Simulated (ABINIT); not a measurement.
# KCl (Sylvite): one start, several treatments of the self-energy

Wanted: the gap of KCl (Sylvite) under several approximations, with cost.

Program: ABINIT 10.8.3. Level of theory: PBE and many-body steps on it, plane waves. Results are calculated unless marked as measured.

### Step 1. Starting point

Symmetry: Fm-3m, No. 225, cubic system. Conventional cell: a = 6.293 Å, b = 6.293 Å, c = 6.293 Å, α = 90.00°, β = 90.00°, γ = 90.00°. K has 6 Cl at 3.15 Å nearest. Cl has 6 K at 3.15 Å nearest. Farther neighbours and most contacts between anions are not listed.

The cell and positions come from the Crystallography Open Database and are kept as given unless a step says otherwise.

### Step 2. Empty states on the mesh, 4×4×4 mesh, 392 bands

This step: ABINIT 10.8.3; DFT, PBE, plane waves, norm-conserving pseudopotentials.

The sums over transitions need many empty states on a uniform mesh; this step solves for them.

run.abi

```
acell 3*1.0 Angstrom
rprim 
  -0.000000000000 3.146470000000 3.146470000000
  3.146470000000 0.000000000000 3.146470000000
  3.146470000000 3.146470000000 -0.000000000000
ntypat 2
znucl 19 17
natom 2
typat 1 2
xred 
  0.000000000000 0.000000000000 0.000000000000
  0.500000000000 0.500000000000 0.500000000000
pp_dirpath "pseudos"
pseudos "K.upf, Cl.upf"
ecut 33
ngkpt 4 4 4
nshiftk 1
shiftk 0 0 0
kptopt 1
chksymbreak 0
irdden 1
istwfk *1
nband 392
prtvol 0
optdriver 6
gwr_task "HDIAGO"
paral_kgb 0
occopt 1
indata_prefix "in"
outdata_prefix "out"
tmpdata_prefix "tmp"
```

On the command line:

```sh
$ OMP_NUM_THREADS=1 mpirun -n 4 abinit run.abi > log
```

Log:

```text
.Version 10.8.3 of ABINIT. v10.8.2 released Aug 2026.

 Symmetries : space group Fm -3 m (#225); Bravais cF (face-center cubic)
[... echo of the input left out ...]
== DATASET  1 ==================================================================
-   mpi_nproc: 4, omp_nthreads: 1 (-1 if OMP is not activated)

--- !DatasetInfo
iteration_state: {dtset: 1, }
dimensions: {natom: 2, nkpt: 8, mband: 392, nsppol: 1, nspinor: 1, nspden: 1, mpw: 3839, }
cutoff_energies: {ecut:  33.0, pawecutdg:  -1.0, }
[...]
Direct band gap semiconductor
 Fundamental gap:     5.190 (eV)
   VBM:    -0.231 (eV) at k: [ 0.0000E+00,  0.0000E+00,  0.0000E+00]
   CBM:     4.958 (eV) at k: [ 0.0000E+00,  0.0000E+00,  0.0000E+00]
 Direct gap:         5.190 (eV) at k: [ 0.0000E+00,  0.0000E+00,  0.0000E+00]

== END DATASET(S) ==============================================================
================================================================================

 -outvars: echo values of variables after computation  --------
           etotal      0.0000000000E+00
            nband         392
             nkpt           8
          spgroup         225
 [... the other variables as echoed above ...]

 Calculation completed.
```

The job ended after 86 s (4 MPI ranks of Arm Neoverse V1, shared host; peak memory 3.4 GiB; 5.7 min of CPU time).

This step gave:

| Item | Value |
| --- | --- |
| gap | 5.190 eV |
| k of the valence top | 0, 0, 0 |
| k of the conduction bottom | 0, 0, 0 |
| least direct gap | 5.190 eV |
| k points computed | 8 |
| lowest point of the top converged band, above the valence top | 185.4152 eV |

On this mesh the gap is 5.190 eV.

The density comes from a self-consistent run that is not shown.

### Step 3. Screening, 4×4×4 mesh, 384 bands, screening to 266.7 eV

The RPA dielectric matrix is built and inverted for each q.

This step: RPA screening on PBE, plane waves, norm-conserving pseudopotentials.

Edit run.abi of step 2 so:

```diff
@@ -20,10 +20,11 @@
 chksymbreak 0
-irdden 1
 istwfk *1
-nband 392
-prtvol 0
-optdriver 6
-gwr_task "HDIAGO"
-paral_kgb 0
 occopt 1
+irdwfk 1
+optdriver 3
+nband 384
+ecuteps 9.8
+inclvkb 2
+awtr 1
+symchi 1
 indata_prefix "in"
```

Log:

```text
.Version 10.8.3 of ABINIT. v10.8.2 released Aug 2026.

 Symmetries : space group Fm -3 m (#225); Bravais cF (face-center cubic)
[... echo of the input left out ...]
== DATASET  1 ==================================================================
-   mpi_nproc: 4, omp_nthreads: 1 (-1 if OMP is not activated)

--- !DatasetInfo
iteration_state: {dtset: 1, }
dimensions: {natom: 2, nkpt: 8, mband: 384, nsppol: 1, nspinor: 1, nspden: 1, mpw: 3839, }
cutoff_energies: {ecut:  33.0, pawecutdg:  -1.0, }
electrons: {nelect:   1.60000000E+01, charge:   0.00000000E+00, occopt:   1.00000000E+00, tsmear:   1.00000000E-02, }

 SCREENING: Calculation of the susceptibility and dielectric matrices

 Based on a program developped by R.W. Godby, V. Olevano, G. Onida, and L. Reining.
 Incorporated in ABINIT by V. Olevano, G.-M. Rignanese, and M. Torrent.
.Using double precision arithmetic ; gwpc =  8

[... cell and pseudopotentials left out ...]
--------------------------------------------------------------------------------

 ==== K-mesh for the wavefunctions ====
 Number of points in the irreducible wedge :     8
[... list of points left out ...]
 Together with 48 symmetry operations and time-reversal symmetry
 yields    64 points in the full Brillouin Zone.

 ==== Q-mesh for the screening function ====
 Number of points in the irreducible wedge :     8
[... list of points left out ...]
 Together with 48 symmetry operations and time-reversal symmetry
 yields    64 points in the full Brillouin Zone.

 setmesh: FFT mesh size selected  =    36x   36x   36
          total number of points  =        46656

 vcoul_init : cutoff-mode = AUXILIARY_FUNCTION
 q-points for optical limit:   1
     1)      0.000010    0.000020    0.000030

- screening: taking advantage of time-reversal symmetry
- Maximum band index for partially occupied states nbvw = 8
- Remaining bands to be divided among processors   nbcw = 376
- Number of bands treated by each node ~94

 Number of electrons calculated from density =   16.0000; Expected =   16.0000
 average of density, n =  0.038056
 r_s =    1.8443
 omega_plasma =   18.8177 [eV]

 calculating chi0 at frequencies [eV] :
  1    0.000000E+00    0.000000E+00
  2    0.000000E+00    1.881772E+01

--------------------------------------------------------------------------------
  q-point number  1        q = ( 0.000000, 0.000000, 0.000000) [r.l.u.]
--------------------------------------------------------------------------------
[... chi0 elements left out ...]
 For q-point:  0.000010 0.000020 0.000030
  dielectric constant =   2.1775
  dielectric constant without local fields =   2.5858

  Average fulfillment of the sum rule on Im[epsilon] for q-point    1 :     86.85  [%]
[... wings left out ...]
  q-point number  2        q = ( 0.250000, 0.000000, 0.000000) [r.l.u.]
--------------------------------------------------------------------------------
[... chi0 elements left out ...]
  Average fulfillment of the sum rule on Im[epsilon] for q-point    2 :     88.00  [%]

 [... 6 further q-points ...]
```

It took 4 min on 4 MPI ranks; peak memory 3 GiB; 16 min of CPU time.

Numbers from this step:

```
ε∞ with local fields, on this mesh, along the program's q direction : 2.178
the same without local fields                                       : 2.586
plasma frequency                                                    : 18.82 eV
plane waves in the screening matrix                                 : 609
```

Local fields lower ε∞ by 16 %.

### Step 4. G0W0, Godby-Needs plasmon pole

The self-energy is evaluated for the states that the input lists, and the levels follow from it, in one-shot runs by the linearised quasiparticle equation.

This step: G0W0 on PBE, plane waves, norm-conserving pseudopotentials.

Edit run.abi of step 3 so:

```diff
@@ -23,8 +23,15 @@
 irdwfk 1
-optdriver 3
+optdriver 4
 nband 384
+gwcalctyp 0
+ecutsigx 33
+symsigma 1
+nkptgw 1
+kptgw 
+  0.0000000000 0.0000000000 0.0000000000
+bdgw 
+  6 12
 ecuteps 9.8
-inclvkb 2
-awtr 1
-symchi 1
+irdscr 1
+ppmodel 1
 indata_prefix "in"
```

Log:

```text
.Version 10.8.3 of ABINIT. v10.8.2 released Aug 2026.

 Symmetries : space group Fm -3 m (#225); Bravais cF (face-center cubic)
[... echo of the input left out ...]
== DATASET  1 ==================================================================
-   mpi_nproc: 4, omp_nthreads: 1 (-1 if OMP is not activated)

--- !DatasetInfo
iteration_state: {dtset: 1, }
dimensions: {natom: 2, nkpt: 8, mband: 384, nsppol: 1, nspinor: 1, nspden: 1, mpw: 3839, }
cutoff_energies: {ecut:  33.0, pawecutdg:  -1.0, }
electrons: {nelect:   1.60000000E+01, charge:   0.00000000E+00, occopt:   1.00000000E+00, tsmear:   1.00000000E-02, }

 SIGMA: Calculation of the GW corrections

 Based on a program developped by R.W. Godby, V. Olevano, G. Onida, and L. Reining.
 Incorporated in ABINIT by V. Olevano, G.-M. Rignanese, and M. Torrent.
.Using double precision arithmetic ; gwpc =  8

[... cell and pseudopotentials left out ...]
--------------------------------------------------------------------------------

 ==== K-mesh for the wavefunctions ====
 Number of points in the irreducible wedge :     8
[... list of points left out ...]
 Together with 48 symmetry operations and time-reversal symmetry
 yields    64 points in the full Brillouin Zone.

 ==== Q-mesh for screening function ====
 Number of points in the irreducible wedge :     8
[... list of points left out ...]
 Together with 48 symmetry operations and time-reversal symmetry
 yields    64 points in the full Brillouin Zone.

 vcoul_init : cutoff-mode = AUXILIARY_FUNCTION
 q-points for optical limit:   1
     1)      0.000010    0.000020    0.000030
 setmesh: FFT mesh size selected  =    45x   45x   45
          total number of points  =        91125

 Number of electrons calculated from density =   16.0000; Expected =   16.0000
 average of density, n =  0.038056
 r_s =    1.8443
 omega_plasma =   18.8177 [eV]

 === KS Band Gaps ===
  >>>> For spin  1
   Minimum direct gap =   5.1895 [eV], located at k-point      :   0.0000  0.0000  0.0000
   Fundamental gap    =   5.1895 [eV], Top of valence bands at :   0.0000  0.0000  0.0000
                                       Bottom of conduction at :   0.0000  0.0000  0.0000
 SIGMA fundamental parameters:
 PLASMON POLE MODEL  1
 number of plane-waves for SigmaX                 3839
 number of plane-waves for SigmaC and W            609
 number of plane-waves for wavefunctions          3839
 number of bands                                   384
 number of independent spin polarizations            1
 number of spinorial components                      1
 number of k-points in IBZ                           8
 number of q-points in IBZ                           8
 number of symmetry operations                      48
 number of k-points in BZ                           64
 number of q-points in BZ                           64
 number of frequencies for dSigma/dE                 9
 frequency step for dSigma/dE [eV]                0.25
 number of omega for Sigma on real axis              0
 max omega for Sigma on real axis  [eV]           0.00
 zcut for avoiding poles [eV]                     0.10

 EPSILON^-1 parameters (SCR file):
 dimension of the eps^-1 matrix on file            609
 dimension of the eps^-1 matrix used               609
 number of plane-waves for wavefunctions          3839
 number of bands                                   384
 number of q-points in IBZ                           8
 number of frequencies                               2
 number of real frequencies                          1
 number of imag frequencies                          1

 matrix elements of self-energy operator (all in [eV])

 Perturbative Calculation

--- !SelfEnergy_ee
iteration_state: {dtset: 1, }
kpoint     : [   0.000,    0.000,    0.000, ]
spin       : 1
KS_gap     :    5.190
QP_gap     :    8.190
Delta_QP_KS:    3.000
data: !SigmaeeData |
     Band     E0 <VxcDFT>   SigX SigC(E0)      Z dSigC/dE  Sig(E)    E-E0       E
        6  -0.231 -14.148 -18.664   1.594   0.807  -0.240 -16.506  -2.358  -2.590
        7  -0.231 -14.148 -18.664   1.594   0.807  -0.240 -16.506  -2.358  -2.590
        8  -0.231 -14.148 -18.664   1.594   0.807  -0.240 -16.506  -2.358  -2.590
        9   4.958  -6.955  -3.245  -2.974   0.872  -0.146  -6.313   0.642   5.600
       10   8.135  -8.956  -4.051  -3.118   0.867  -0.153  -7.407   1.550   9.685
       11   8.135  -8.956  -4.051  -3.118   0.867  -0.153  -7.407   1.550   9.685
       12   8.135  -8.956  -4.051  -3.118   0.867  -0.153  -7.407   1.550   9.685

== END DATASET(S) ==============================================================
================================================================================

 -outvars: echo values of variables after computation  --------
           etotal      0.0000000000E+00
            nband         384
             nkpt           8
          spgroup         225
 [... the other variables as echoed above ...]

 Calculation completed.
```

Wall time 96 s (4 MPI ranks); peak memory 3.5 GiB.

Numbers from this step:

| Quantity | Value |
| --- | --- |
| G0W0 gap on the points computed | 8.19 eV |
| starting gap on the mesh | 5.190 eV |
| k of the valence top | 0, 0, 0 |
| k of the conduction bottom | 0, 0, 0 |
| Z at the valence top | 0.807 |
| Z at the conduction bottom | 0.872 |
| least direct G0W0 gap on the computed points | 8.19 eV |

The gap on the mesh goes from 5.19 eV to 8.19 eV, a correction of +3.00 eV.

### Step 5. G0W0, Hybertsen-Louie plasmon pole

Edit run.abi of step 4 so:

```diff
@@ -35,3 +35,3 @@
 irdscr 1
-ppmodel 1
+ppmodel 2
 indata_prefix "in"
```

Log:

```text
.Version 10.8.3 of ABINIT. v10.8.2 released Aug 2026.

 Symmetries : space group Fm -3 m (#225); Bravais cF (face-center cubic)
[... echo of the input left out ...]
== DATASET  1 ==================================================================
-   mpi_nproc: 4, omp_nthreads: 1 (-1 if OMP is not activated)

--- !DatasetInfo
iteration_state: {dtset: 1, }
dimensions: {natom: 2, nkpt: 8, mband: 384, nsppol: 1, nspinor: 1, nspden: 1, mpw: 3839, }
cutoff_energies: {ecut:  33.0, pawecutdg:  -1.0, }
electrons: {nelect:   1.60000000E+01, charge:   0.00000000E+00, occopt:   1.00000000E+00, tsmear:   1.00000000E-02, }

 SIGMA: Calculation of the GW corrections

 Based on a program developped by R.W. Godby, V. Olevano, G. Onida, and L. Reining.
 Incorporated in ABINIT by V. Olevano, G.-M. Rignanese, and M. Torrent.
.Using double precision arithmetic ; gwpc =  8

[... cell and pseudopotentials left out ...]
--------------------------------------------------------------------------------

 ==== K-mesh for the wavefunctions ====
 Number of points in the irreducible wedge :     8
[... list of points left out ...]
 Together with 48 symmetry operations and time-reversal symmetry
 yields    64 points in the full Brillouin Zone.

 ==== Q-mesh for screening function ====
 Number of points in the irreducible wedge :     8
[... list of points left out ...]
 Together with 48 symmetry operations and time-reversal symmetry
 yields    64 points in the full Brillouin Zone.

 vcoul_init : cutoff-mode = AUXILIARY_FUNCTION
 q-points for optical limit:   1
     1)      0.000010    0.000020    0.000030
 setmesh: FFT mesh size selected  =    45x   45x   45
          total number of points  =        91125

 Number of electrons calculated from density =   16.0000; Expected =   16.0000
[...]
number of q-points in BZ                           64
 number of frequencies for dSigma/dE                 9
 frequency step for dSigma/dE [eV]                0.25
 number of omega for Sigma on real axis              0
 max omega for Sigma on real axis  [eV]           0.00
 zcut for avoiding poles [eV]                     0.10

 EPSILON^-1 parameters (SCR file):
 dimension of the eps^-1 matrix on file            609
 dimension of the eps^-1 matrix used               609
 number of plane-waves for wavefunctions          3839
 number of bands                                   384
 number of q-points in IBZ                           8
 number of frequencies                               2
 number of real frequencies                          1
 number of imag frequencies                          1

 matrix elements of self-energy operator (all in [eV])

 Perturbative Calculation

--- !SelfEnergy_ee
iteration_state: {dtset: 1, }
kpoint     : [   0.000,    0.000,    0.000, ]
spin       : 1
KS_gap     :    5.190
QP_gap     :    8.600
Delta_QP_KS:    3.411
data: !SigmaeeData |
     Band     E0 <VxcDFT>   SigX SigC(E0)      Z dSigC/dE  Sig(E)    E-E0       E
        6  -0.231 -14.148 -18.664   1.052   0.860  -0.163 -17.128  -2.980  -3.212
        7  -0.231 -14.148 -18.664   1.052   0.860  -0.163 -17.128  -2.980  -3.212
        8  -0.231 -14.148 -18.664   1.052   0.860  -0.163 -17.128  -2.980  -3.212
        9   4.958  -6.955  -3.245  -3.230   0.897  -0.115  -6.525   0.430   5.388
       10   8.135  -8.956  -4.051  -3.460   0.891  -0.122  -7.669   1.288   9.423
       11   8.135  -8.956  -4.051  -3.460   0.891  -0.122  -7.669   1.288   9.423
       12   8.135  -8.956  -4.051  -3.460   0.891  -0.122  -7.669   1.288   9.423

== END DATASET(S) ==============================================================
================================================================================

 -outvars: echo values of variables after computation  --------
           etotal      0.0000000000E+00
            nband         384
             nkpt           8
          spgroup         225
 [... the other variables as echoed above ...]

 Calculation completed.
```

Run time: 93 s. Hardware: 4 MPI ranks; peak memory 3.3 GiB.

Numbers from this step:

| Quantity | Value |
| --- | --- |
| G0W0 gap on the points computed | 8.6 eV |
| starting gap on the mesh | 5.190 eV |
| k of the valence top | 0, 0, 0 |
| k of the conduction bottom | 0, 0, 0 |
| Z at the valence top | 0.86 |
| Z at the conduction bottom | 0.897 |
| least direct G0W0 gap on the computed points | 8.6 eV |

Against G0W0 in ABINIT (4×4×4 mesh, 384 bands, screening to 266.7 eV, Godby-Needs plasmon pole), the gap moves by +0.410 eV.

### Step 6. G0W0, von der Linden-Horsch plasmon pole

Edit run.abi of step 5 so:

```diff
@@ -35,3 +35,3 @@
 irdscr 1
-ppmodel 2
+ppmodel 3
 indata_prefix "in"
```

Log:

```text
.Version 10.8.3 of ABINIT. v10.8.2 released Aug 2026.

 Symmetries : space group Fm -3 m (#225); Bravais cF (face-center cubic)
[... echo of the input left out ...]
== DATASET  1 ==================================================================
-   mpi_nproc: 4, omp_nthreads: 1 (-1 if OMP is not activated)

--- !DatasetInfo
iteration_state: {dtset: 1, }
dimensions: {natom: 2, nkpt: 8, mband: 384, nsppol: 1, nspinor: 1, nspden: 1, mpw: 3839, }
cutoff_energies: {ecut:  33.0, pawecutdg:  -1.0, }
[...]
10   8.135  -8.956  -4.051  -3.491   0.921  -0.086  -7.654   1.302   9.438
       11   8.135  -8.956  -4.051  -3.491   0.921  -0.086  -7.654   1.302   9.438
       12   8.135  -8.956  -4.051  -3.491   0.921  -0.086  -7.654   1.302   9.438

== END DATASET(S) ==============================================================
================================================================================

 -outvars: echo values of variables after computation  --------
           etotal      0.0000000000E+00
            nband         384
             nkpt           8
          spgroup         225
 [... the other variables as echoed above ...]

 Calculation completed.
```

It took 40 s on 4 MPI ranks; peak memory 3.1 GiB.

This step gave:

- G0W0 gap on the points computed: 8.566 eV
- starting gap on the mesh: 5.190 eV
- k of the valence top: 0, 0, 0
- k of the conduction bottom: 0, 0, 0
- least direct G0W0 gap on the computed points: 8.566 eV

Against G0W0 in ABINIT (4×4×4 mesh, 384 bands, screening to 266.7 eV, Godby-Needs plasmon pole), the gap moves by +0.376 eV.

### Step 7. G0W0, Engel-Farid plasmon pole

Edit run.abi of step 6 so:

```diff
@@ -35,3 +35,3 @@
 irdscr 1
-ppmodel 3
+ppmodel 4
 indata_prefix "in"
```

Log:

```text
.Version 10.8.3 of ABINIT. v10.8.2 released Aug 2026.

 Symmetries : space group Fm -3 m (#225); Bravais cF (face-center cubic)
[... echo of the input left out ...]
== DATASET  1 ==================================================================
-   mpi_nproc: 4, omp_nthreads: 1 (-1 if OMP is not activated)

--- !DatasetInfo
iteration_state: {dtset: 1, }
dimensions: {natom: 2, nkpt: 8, mband: 384, nsppol: 1, nspinor: 1, nspden: 1, mpw: 3839, }
cutoff_energies: {ecut:  33.0, pawecutdg:  -1.0, }
[...]
10   8.135  -8.956  -4.051  -3.254   0.876  -0.142  -7.510   1.446   9.581
       11   8.135  -8.956  -4.051  -3.254   0.876  -0.142  -7.510   1.446   9.581
       12   8.135  -8.956  -4.051  -3.254   0.876  -0.142  -7.510   1.446   9.581

== END DATASET(S) ==============================================================
================================================================================

 -outvars: echo values of variables after computation  --------
           etotal      0.0000000000E+00
            nband         384
             nkpt           8
          spgroup         225
 [... the other variables as echoed above ...]

 Calculation completed.
```

Run time: 40 s. Hardware: 4 MPI ranks; peak memory 3.1 GiB; 2.7 min of CPU time.

Numbers from this step:

- G0W0 gap on the points computed: 8.395 eV
- starting gap on the mesh: 5.190 eV
- k of the valence top: 0, 0, 0
- k of the conduction bottom: 0, 0, 0
- least direct G0W0 gap on the computed points: 8.395 eV

Against G0W0 in ABINIT (4×4×4 mesh, 384 bands, screening to 266.7 eV, Godby-Needs plasmon pole), the gap moves by +0.205 eV.

(Part 1 of 2 ends here.)

[Paths, hosts, dates, memory and timing lines, banners, echoed tables and standing remarks are left out of the program output.]

[Logs are printed without paths, hosts, clocks, repeated set-up lines and the standing remarks that a program may print on its own settings, such as how far it seeks lower states.]

[Runs of the session that timed out or met a known fault of the program may be left out.]

[Hosts, paths, dates, database ids (printed as entryN), source tags and the programs' standing remarks are cut or masked in the printed files.]

[G0W0 gaps are taken among the corrected bands and points alone; a level outside them can change the order at an edge.]

[Where Ansatz stands beside ABINIT at settings called matched, ABINIT's density can come from a denser mesh and the files from another edition; pairs whose starting gaps differed by over 0.03 eV were left out, so agreement reads better than it is.]
